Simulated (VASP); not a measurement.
MoS2: band structure with PBE+D3(BJ)

Slab: MoS2, a slab with vacuum.

```
S Mo
1.0
     3.15116    0.00000    0.00000
    -1.57558    2.72898    0.00000
     0.00000    0.00000   27.29230
S Mo
4 2
Direct
  0.33333 0.66667 0.33160
  0.33333 0.66667 0.44637
  0.66667 0.33333 0.55363
  0.66667 0.33333 0.66840
  0.66667 0.33333 0.38901
  0.33333 0.66667 0.61099
```

| Property | Result |
| --- | --- |
| Program | VASP 6.6.1 |
| Task | band structure |
| Functional | PBE |
| Dispersion | D3(BJ) |
| Potentials or basis | VASP PAW PBE potentials, release 64 (S, Mo_sv) |
| Cutoff | 520 eV |
| k mesh | 12 × 12 × 1 |
| Occupations | gaussian, width 0.03 eV |
| Spin | spin-orbit coupling, no magnetisation |
| Dipole correction | yes |
| Further INCAR settings | ALGO = Normal; EDIFF = 1e-06; NBANDS = 70 |

The largest force is 0.007 eV/Å and the valence electrons inside the program's atomic spheres are S 3.71; Mo 12.48. The dispersion energy per atom is -0.376 eV, the work function of the upper face is 5.23 eV and the work function of the lower face is 5.23 eV.

Forces in eV/Å, atoms in the order of the input:
```
S    0.000  0.000 -0.007
S    0.000  0.000  0.003
S    0.000  0.000 -0.003
S    0.000  0.000  0.007
Mo   0.000  0.000  0.003
Mo   0.000  0.000 -0.003
```

Run time: 8 min on 4 MPI ranks on Intel(R) Xeon(R) 6975P-C (Granite Rapids), with other jobs on the host, peak memory 1.2 GiB a rank.
